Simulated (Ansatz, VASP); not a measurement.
One calculation of Pb, two programs

File INCAR:

```
ALGO = Normal
EDIFF = 1E-7
ENCUT = 520
GGA = PS
ISIF = 2
ISMEAR = -1
LASPH = True
LCHARG = False
LREAL = False
LWAVE = False
NBANDS = 21
NELM = 80
PREC = Accurate
SIGMA = 0.05
```

The input KPOINTS:

```
k-points
0
Gamma
  9 9 5
```

Contents of POSCAR:

```
Pb
1.0
    3.4800000000      0.0000000000      0.0000000000
   -1.7400000000      3.0137684052      0.0000000000
    0.0000000000      0.0000000000      5.5900000000
Pb
2
Direct
    0.6666666667      0.3333333333      0.7500000000
    0.3333333333      0.6666666667      0.2500000000
```

input.yaml

```yaml
crystal:
  lattice:
    - [3.48, 0.0, 0.0]
    - [-1.74, 3.0137684052, 0.0]
    - [0.0, 0.0, 5.59]
  atoms:
    - { symbol: Pb, position: [0.6666666667, 0.3333333333, 0.75] }
    - { symbol: Pb, position: [0.3333333333, 0.6666666667, 0.25] }
hamiltonian:
  xc: pbesol
  pseudopotentials: { kind: paw }
kpoints:
  mp_grid: { grid: [9, 9, 5] }
scf:
  occupations: { method: fermi_dirac, width: 0.05 }
output:
  forces: true
  stress: true
  eigenvalues: true
  write_density: true
  write_potential: true
  elf: true
  volumetric_format: npy
```

This isn't the form of Pb at room conditions, which is fcc.

Alike in both runs: task single point; functional PBEsol; k mesh 9 × 9 × 5; occupations fermi-dirac, width 0.05 eV; no spin polarisation.

|  | VASP | Ansatz |
| --- | --- | --- |
| version | VASP 6.6.1 | Ansatz 0.2.0 |
| potentials or method | VASP PAW PBE potentials, release 64 (Pb_d) | Ansatz PAW |
| plane-wave cutoff (eV) | 520 | 420 |
| valence electrons in the cell | 28 | 28 |

```tsv
	VASP	Ansatz	Ansatz less VASP
gap on the k mesh at the Fermi level (eV)	none	none	-
pressure (GPa)	1.0	1.1	+0.09
largest component of the traceless stress (GPa)	2.53	2.54	+0.016
```

A gap of «none» marks a metal or a gap that the smearing closes. With one functional, cell and mesh, what is left measures potentials, basis and numerics.

Caveats: the PAW data sets were made with another functional, which shifts forces and pressure a little (VASP); the PAW data sets come from PBE, with cores solved anew for the run's functional, which leaves a small shift of forces and pressure (Ansatz). The runs have no spin-orbit coupling, so splittings on Pb are missing.
